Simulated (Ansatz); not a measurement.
# Bi2Te3: the cost of one run

Computed with Ansatz 0.2.0 (DFT PBE, scalar-relativistic, plane waves, PAW, unless a step's input says otherwise).

3 further runs of the same task are left out: 3 set aside as unsound or not needed.

## (1) The system as given

The structure is trigonal, space group R-3m (No. 166). Conventional cell: a = 4.472 Å, b = 4.472 Å, c = 29.508 Å, α = 90.00°, β = 90.00°, γ = 120.00°. Bi (site symmetry 3m) has 3 Te at 3.15 Å and 3 Bi at 3.40 Å in its first shell of neighbours. Te (site symmetry -3m) is surrounded by 6 Te at 3.27 Å. Around Te (site symmetry 3m) lie 3 Bi at 3.15 Å and 3 Te at 3.27 Å.

As a file:

```xyz
5
Lattice="2.2358 1.2908 9.8361 -2.2358 1.2908 9.8361 0.0000 -2.5816 9.8361" Properties=species:S:1:pos:R:3 pbc="T T T"
Bi    0.0000    0.0000   23.8798
Bi    0.0000    0.0000   11.8248
Te    0.0000    0.0000   17.8534
Te    0.0000    0.0000    6.0102
Te    0.0000    0.0000    0.1861
```

This cell was relaxed beforehand with the same method: volume 34.06 Å³/atom, gap on the mesh none (metal).

## (2) Bulk reference on the slab's mesh

File input.yaml:

```yaml
crystal:
  lattice:
    - [4.4715303049, 0.0, 0.0]
    - [0.0, 10.1692627381, 0.0]
    - [2.2357651525, -0.9830891276, 3.7455938405]
  atoms:
    - { symbol: Bi, position: [0.1907421501, 0.4277735498, 0.6185156999] }
    - { symbol: Bi, position: [0.5992713337, 0.202185999, 0.8014573326] }
    - { symbol: Te, position: [0.3949699082, 0.8150902755, 0.2100601836] }
    - { symbol: Te, position: [0.7963227234, 0.6110318298, 0.4073545532] }
    - { symbol: Te, position: [-0.0063061153, 0.0189183459, 0.0126122306] }
basis:
  ecutwfc: 420
kpoints:
  mp_grid: { grid: [8, 4, 9] }
hamiltonian:
  xc: pbe
scf:
  occupations: { method: gaussian, width: 0.1 }
output:
  forces: true
  stress: true
  eigenvalues: true
```

Started as:

```console
ansatz run input.yaml --threads 2 --pin off --max-ram 5120MiB --backend cpu --events-out ev --progress --plain --runs-dir out
```

**Question.** How long does this run take on 2 threads of Arm Neoverse V2, shared host, and how much memory does it need?

About 54 s, with a peak of 0.96 GiB.
